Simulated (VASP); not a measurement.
## PbO in VASP 6.6.1, single-point calculation

INCAR

```
NSW = 0
EDIFF = 1E-7
ISMEAR = -1
ISIF = 2
ENCUT = 520
IBRION = -1
SIGMA = 0.02
LASPH = .TRUE.
GGA = PE
PREC = Accurate
NBANDS = 17
LREAL = .FALSE.
LWAVE = .FALSE.
LCHARG = .FALSE.
NELM = 93
```

KPOINTS

```
KPOINTS created by Atomic Simulation Environment
0
Gamma
8 8 8
0 0 0
```

POSCAR

```
Pb O
 1.0000000000000000
     0.0173767833000000    2.6238942799000000    2.6238942799000000
     2.6238942799000000    0.0173767833000000    2.6238942799000000
     2.6238942799000000    2.6238942799000000    0.0173767833000000
 Pb  O
   1   1
Cartesian
  0.0000000000000000  0.0000000000000000  0.0000000000000000
  2.6325826715499998  2.6325826715499998  2.6325826715499998
```

The recommended PBE PAW datasets give the neutral cell 20 valence electrons.

Command

```
mpirun -np 1 vasp_std
```

Predict the outcome of this run.

It converged. Results: gap between bands v and c on the k mesh 0.47 eV; least direct gap on the k mesh 0.49 eV; pressure 1.7 GPa. Band v is the last that the valence electrons fill when counted band by band, and c is the next.

OSZICAR

```
N       E                     dE             d eps       ncg     rms          rms(c)
DAV:   1     0.167079333520E+03    0.16708E+03   -0.10260E+04  2266   0.139E+03
DAV:   2     0.325008106414E+00   -0.16675E+03   -0.15833E+03  2301   0.352E+02
DAV:   3    -0.123494793009E+02   -0.12674E+02   -0.12588E+02  2702   0.103E+02
DAV:   4    -0.125996580492E+02   -0.25018E+00   -0.25001E+00  2861   0.148E+01
DAV:   5    -0.126069151244E+02   -0.72571E-02   -0.72561E-02  3045   0.253E+00    0.866E+00
DAV:   6    -0.107144191252E+02    0.18925E+01   -0.15571E+01  3091   0.276E+01    0.520E+00
DAV:   7    -0.103991593716E+02    0.31526E+00   -0.21637E+00  2760   0.119E+01    0.151E+00
DAV:   8    -0.104399363348E+02   -0.40777E-01   -0.49646E-01  2478   0.687E+00    0.181E+00
DAV:   9    -0.103821904894E+02    0.57746E-01   -0.84643E-02  2636   0.355E+00    0.220E-01
DAV:  10    -0.103828521266E+02   -0.66164E-03   -0.84136E-03  2617   0.686E-01    0.181E-01
DAV:  11    -0.103824742820E+02    0.37784E-03   -0.13247E-03  2416   0.257E-01    0.257E-02
DAV:  12    -0.103824665783E+02    0.77037E-05   -0.36569E-05  3041   0.621E-02    0.568E-03
DAV:  13    -0.103824674775E+02   -0.89920E-06   -0.17600E-06  2788   0.137E-02    0.336E-03
DAV:  14    -0.103824678116E+02   -0.33414E-06   -0.85137E-07  2415   0.660E-03    0.436E-04
DAV:  15    -0.103824678228E+02   -0.11196E-07   -0.40683E-08  1805   0.178E-03
   1 F= -.10382468E+02 E0= -.10382468E+02  d E =-.337358E-07
```

For comparison, a separate PBE run of the intended cell, on usual settings and not on those above, gives a gap of 0.47 eV on its mesh and a pressure of 1.7 GPa.
